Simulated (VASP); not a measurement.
# BN (lda) (F-43m) in VASP: notebook, part 2 of 2

VASP 6.6.1.

### Step 6. Single point, LDA

This run uses another cell than the first one, of 5.74 Å³/atom, 0.972 times its volume.

Contents of INCAR:

```
  ALGO = Normal
  EDIFF = 1E-6
  ENCUT = 600
  GGA_COMPAT = False
  ISIF = 2
  ISMEAR = 0
  LASPH = True
  LCHARG = False
  LREAL = False
  LWAVE = False
  NBANDS = 11
  NELM = 120
  PREC = Accurate
  SIGMA = 0.02
```

Contents of KPOINTS:

```
k-points
0
Gamma
  12 12 12
```

Contents of POSCAR:

```
BN
1.0
    0.0000000000      1.7902747231      1.7902747231
    1.7902747231      0.0000000000      1.7902747231
    1.7902747231      1.7902747231      0.0000000000
B N
1 1
Direct
    0.0000000000      0.0000000000      0.0000000000
    0.2500000000      0.2500000000      0.2500000000
```

Potentials or basis: VASP PAW LDA potentials, release 64 (B, N).

The run is started by

```console
> cat potpaw_LDA.64/B/POTCAR potpaw_LDA.64/N/POTCAR > POTCAR
> mpirun -np 1 vasp_std > vasp.out
```

OUTCAR:

```text
EDIFF = 1E-6
   ENCUT = 600
   ISIF = 2
   ISMEAR = 0
   LASPH = True
   LREAL = False
   NELM = 120
   PREC = Accurate

 ion  position               nearest neighbor table
   1  0.000  0.000  0.000-   2 1.55   2 1.55   2 1.55   2 1.55
   2  0.250  0.250  0.250-   1 1.55   1 1.55   1 1.55   1 1.55

  LATTYP: Found a face centered cubic cell.
 ALAT       =     3.5805494462

  Lattice vectors:

 A1 = (   0.0000000000,   1.7902747231,   1.7902747231)
 A2 = (   1.7902747231,   0.0000000000,   1.7902747231)
 A3 = (   1.7902747231,   1.7902747231,   0.0000000000)

Analysis of symmetry for initial positions (statically):
=====================================================================
 Subroutine PRICEL returns:
 Original cell was already a primitive cell.

 Routine SETGRP: Setting up the symmetry group for a
 face centered cubic supercell.

 Subroutine GETGRP returns: Found 24 space group operations
 (whereof 24 operations were pure point group operations)
 out of a pool of 48 trial point group operations.

The static configuration has the point symmetry T_d .

Analysis of symmetry for dynamics (positions and initial velocities):
=====================================================================
 Subroutine PRICEL returns:
 Original cell was already a primitive cell.

 Routine SETGRP: Setting up the symmetry group for a
 face centered cubic supercell.

 Subroutine GETGRP returns: Found 24 space group operations
 (whereof 24 operations were pure point group operations)
 out of a pool of 48 trial point group operations.

The dynamic configuration has the point symmetry T_d .

 Subroutine INISYM returns: Found 24 space group operations
 (whereof 24 operations are pure point group operations),
 and found     1 'primitive' translations

----------------------------------------------------------------------------------------

                                     Primitive cell

  volume of cell :      11.4760

  direct lattice vectors                    reciprocal lattice vectors
     0.000000000  1.790274723  1.790274723    -0.279286745  0.279286745  0.279286745
     1.790274723  0.000000000  1.790274723     0.279286745 -0.279286745  0.279286745
     1.790274723  1.790274723  0.000000000     0.279286745  0.279286745 -0.279286745

  length of vectors
     2.531830794  2.531830794  2.531830794     0.483738832  0.483738832  0.483738832

  position of ions in fractional coordinates (direct lattice)
     0.000000000  0.000000000  0.000000000
     0.250000000  0.250000000  0.250000000

  ion indices of the primitive-cell ions
   primitive index   ion index
                 1           1
                 2           2

----------------------------------------------------------------------------------------

 KPOINTS: k-points

Automatic generation of k-mesh.
 Grid dimensions read from file:
 generate k-points for:   12   12   12

 Generating k-lattice:

  Cartesian coordinates                     Fractional coordinates (reciprocal lattice)
    -0.023273895  0.023273895  0.023273895     0.083333333  0.000000000  0.000000000
     0.023273895 -0.023273895  0.023273895     0.000000000  0.083333333  0.000000000
     0.023273895  0.023273895 -0.023273895     0.000000000  0.000000000  0.083333333

  Length of vectors
     0.040311569  0.040311569  0.040311569

  Shift w.r.t. Gamma in fractional coordinates (k-lattice)
     0.000000000  0.000000000  0.000000000

 Subroutine IBZKPT returns following result:
 ===========================================

 Found     72 irreducible k-points:

 Following reciprocal coordinates:
            Coordinates               Weight
  0.000000  0.000000  0.000000      1.000000
  0.083333  0.000000  0.000000      8.000000
  0.166667  0.000000  0.000000      8.000000
  0.250000  0.000000  0.000000      8.000000
  0.333333  0.000000  0.000000      8.000000
  0.416667  0.000000  0.000000      8.000000
[... 16 lines left out ...]
  0.500000  0.166667  0.000000     24.000000
 -0.416667  0.166667  0.000000     24.000000
 [... further k-points ...]
   k-points           NKPTS =     72   k-points in BZ     NKDIM =     72   number of bands    NBANDS=     11
   number of dos      NEDOS =    301   number of ions     NIONS =      2
   total plane-waves  NPLWV =   8000
   dimension x,y,z NGX =    20 NGY =   20 NGZ =   20
   dimension x,y,z NGXF=    40 NGYF=   40 NGZF=   40
   ions per type =               1   1
   NGX,Y,Z   is equivalent  to a cutoff of  13.13, 13.13, 13.13 a.u.
   NGXF,Y,Z  is equivalent  to a cutoff of  26.26, 26.26, 26.26 a.u.
 SYSTEM =  unknown system
   PREC   = accura    normal or accurate (medium, high low for compatibility)
   ISTART =      0    job   : 0-new  1-cont  2-samecut
   ICHARG =      2    charge: 1-file 2-atom 10-const
   ISPIN  =      1    spin polarized calculation?
   LNONCOLLINEAR =      F non collinear calculations
   LSORBIT =      F    spin-orbit coupling
   LASPH  =      T    aspherical Exc in radial PAW
   ENCUT  =  600.0 eV  44.10 Ry    6.64 a.u.   5.06  5.06  5.06*2*pi/ulx,y,z
   NELM   =    120;   NELMIN=  2; NELMDL= -5     # of ELM steps
   EDIFF  = 0.1E-05   stopping-criterion for ELM
   LREAL  =      F    real-space projection
   EDIFFG = 0.1E-04   stopping-criterion for IOM
   NSW    =      0    number of steps for IOM
   IBRION =     -1    ionic relax: 0-MD 1-quasi-New 2-CG
   NFREE  =      0    steps in history (QN), initial steepest desc. (CG)
   ISIF   =      2    stress and relaxation
   ISYM   =      2    0-nonsym 1-usesym 2-fastsym
   POTIM  = 0.5000    time-step for ionic-motion
   TEBEG  =    0.0;   TEEND  =   0.0 temperature during run
   PSTRESS=    0.0 pullay stress
   NELECT =       8.0000    total number of electrons
   NUPDOWN=      -1.0000    fix difference up-down
   EMIN   =  10.00;   EMAX   =-10.00  energy-range for DOS
   EFERMI =   0.00;   METHOD = LEGACY
   ISMEAR =     0;   SIGMA  =   0.02  broadening in eV -4-tet -1-fermi 0-gaus
   EFERMI_NEDOS =   21; number of points for ismear=-14 and -15
   IALGO  =     38    algorithm
   IMIX   =      4    mixing-type and parameters
     AMIX     =   0.40;   BMIX     =  1.00
     AMIX_MAG =   1.60;   BMIX_MAG =  1.00
  volume/ion in A,a.u.               =       5.74        38.72
  Fermi-wavevector in a.u.,A,eV,Ry     =   1.451583  2.743094 28.668736  2.107093
  Thomas-Fermi vector in A             =   2.569063
   LORBIT       =      0    0 simple, 1 ext, 2 COOP (PROOUT), +10 PAW based schemes
   GGA     = CA    functional components
   LHFCALC =     F    Hartree Fock is set to
   AEXX    =    0.0000 exact exchange contribution
   IVDW    =     0    specifies the selected vdW correction
   LEPSILON=     F    determine dielectric tensor
   LRPA    =     F    only Hartree local field effects (RPA)
 non-spin polarized calculation
 Gauss-broadening in eV      SIGMA  =   0.02
  energy-cutoff  :      600.00
  volume of cell :       11.48
 maximum number of plane-waves:       392
   NGX = 11   NGY = 11   NGZ = 11

 number of electron       7.9999999 magnetization

 Free energy of the ion-electron system (eV)
  ---------------------------------------------------
  ext. energy  EPLUGINS =         0.00000000
  ---------------------------------------------------
  free energy    TOTEN  =       -19.41630811 eV

  energy without entropy =      -19.41630811  energy(sigma->0) =      -19.41630811

 E-fermi :   7.8567     XC(G=0): -13.2435

 val. band max:        7.7515545289   @ k =   0.0000   0.0000   0.0000
 cond. band min:      12.1290190230   @ k =   0.5000   0.5000   0.0000
 fundamental gap:      4.3774644941
 Fermi energy:         7.8567416286

 k-point     1 :       0.0000    0.0000    0.0000
  band No.  band energies     occupation
      1     -12.6464      2.00000
      2       7.7516      2.00000
      3       7.7516      2.00000
      4       7.7516      2.00000
      5      16.5708      0.00000
      6      16.5708      0.00000
      7      16.5708      0.00000
      8      18.6620      0.00000
      9      32.7878      0.00000
     10      35.8949      0.00000
     11      35.8949      0.00000
[... 309 lines left out ...]
 k-point    24 :      -0.4167    0.1667    0.0000
  band No.  band energies     occupation
      1      -7.8517      2.00000
      2      -2.5133      2.00000
      3       3.5396      2.00000
      4       5.0970      2.00000
      5      17.0808      0.00000
      6      20.0643      0.00000
      7      20.2950      0.00000
      8      23.6459      0.00000
      9      28.8490      0.00000
     10      33.2880      0.00000
     11      34.7251      0.00000

 [... further k-points ...]
[... 5 lines left out ...]
  --------------------------------------------------------------------------------------
  -------------------------------------------------------------------------------------
  Total        0.0545221      0.0545221      0.0545221      0.0000000      0.0000000      0.0000000
  in kB        7.6119123      7.6119123      7.6119123      0.0000000      0.0000000      0.0000000
  external PRESSURE =       7.6119123 kB  Pullay stress =       0.0000000 kB

 VOLUME and BASIS-vectors are now :
 -----------------------------------------------------------------------------
  energy-cutoff  :      600.00
  volume of cell :       11.48
      direct lattice vectors                 reciprocal lattice vectors
     0.000000000  1.790274723  1.790274723    -0.279286745  0.279286745  0.279286745
     1.790274723  0.000000000  1.790274723     0.279286745 -0.279286745  0.279286745
     1.790274723  1.790274723  0.000000000     0.279286745  0.279286745 -0.279286745

 POSITION                                       TOTAL-FORCE (eV/Angst)
 -----------------------------------------------------------------------------------
      0.00000      0.00000      0.00000        -0.000000     -0.000000     -0.000000
      0.89514      0.89514      0.89514         0.000000      0.000000      0.000000
 -----------------------------------------------------------------------------------
    total drift:                               -0.000000     -0.000000     -0.000000

  FREE ENERGIE OF THE ION-ELECTRON SYSTEM (eV)
  ---------------------------------------------------
  free  energy   TOTEN  =       -19.4163081139 eV

  energy  without entropy=      -19.4163081139  energy(sigma->0) =      -19.41630811
```

Wall time 4.4 s (1 thread of Intel Xeon 6975P-C, shared host); peak memory 0.12 GiB.

What came out:

```
Free energy            : -19.4163 eV
Pressure               : 0.8 GPa
Band gap on the k mesh : 4.38 eV, indirect (least direct gap 8.82 eV)
```

### Step 7. The runs side by side

```tsv
cell	k mesh	smearing	gap on the mesh (eV)	pressure (GPa)
a = 2.556 Å, angles 60.0°, 2 atoms	8 × 8 × 8	gaussian 0.1 eV	4.34	-10.3
a = 2.532 Å, angles 60.0°, 2 atoms	10 × 10 × 10	gaussian 0.1 eV	4.38	0.6
a = 2.480 Å, angles 60.0°, 2 atoms	12 × 12 × 12	gaussian 0.02 eV	4.45	28.8
a = 2.453 Å, angles 60.0°, 2 atoms	12 × 12 × 12	gaussian 0.02 eV	4.48	46.1
a = 2.532 Å, angles 60.0°, 2 atoms	12 × 12 × 12	gaussian 0.02 eV	4.38	0.8
```

Alike in all rows: task single point; level LDA; potentials or basis VASP PAW LDA potentials, release 64 (B, N); no spin polarisation; cutoff (eV) 600.

Total energies depend on the potentials used, so only differences within one code and one set of settings carry meaning.

### Step 8. How close it comes

Step 3. Measured gap of BN: 6.4 eV (indirect; 300 K; a printed reference work, monograph). This calculation gives 4.38 eV (-2.02 eV). The value is that of LDA on a finite k mesh, which can miss the band edges, without temperature or zero-point motion. Semilocal functionals fall short of measured gaps as a rule.

Step 6. A measured gap of BN is 6.4 eV (indirect; 300 K; a printed reference work, monograph); the calculated 4.38 eV misses it by -2.02 eV. The value is that of LDA on a finite k mesh, which can miss the band edges, without temperature or zero-point motion. Semilocal functionals fall short of measured gaps as a rule.
